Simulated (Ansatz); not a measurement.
Sn in Ansatz: the effect of functional

Crystal: Sn.

```
CELL_PARAMETERS angstrom
-1.66644 1.70779 2.18280
1.79387 -1.85892 2.39165
1.69371 1.88544 -2.29756
ATOMIC_POSITIONS crystal
Sn 0.00000 0.00000 0.00000
```

This isn't the form of Sn at room conditions, which is tetragonal (white tin).

The cell isn't the ideal one: cell sheared at random, sigma 0.06, atoms nudged by 0.01 Å.

Alike in all runs:

* Program: Ansatz 0.2.0
* Task: band structure
* Potentials or basis: Ansatz PAW
* k mesh: 6 × 5 × 6
* Occupations: fermi-dirac, width 0.05 eV
* Spin: no spin polarisation

```csv
functional,cutoff,pressure (GPa)
LDA,420 eV (not typed: the program's choice for these potentials),-4.9
PBEsol,420 eV (not typed: the program's choice for these potentials),?
r2SCAN,500 eV (not typed: the program's choice for these potentials),-2.4
```

Q: What does the run with functional PBEsol give?

A: Pressure -3.7 GPa.

Caveats: all runs use coarse meshes; the PAW data sets come from PBE, with cores solved anew for the run's functional, which leaves a small shift of forces and pressure.
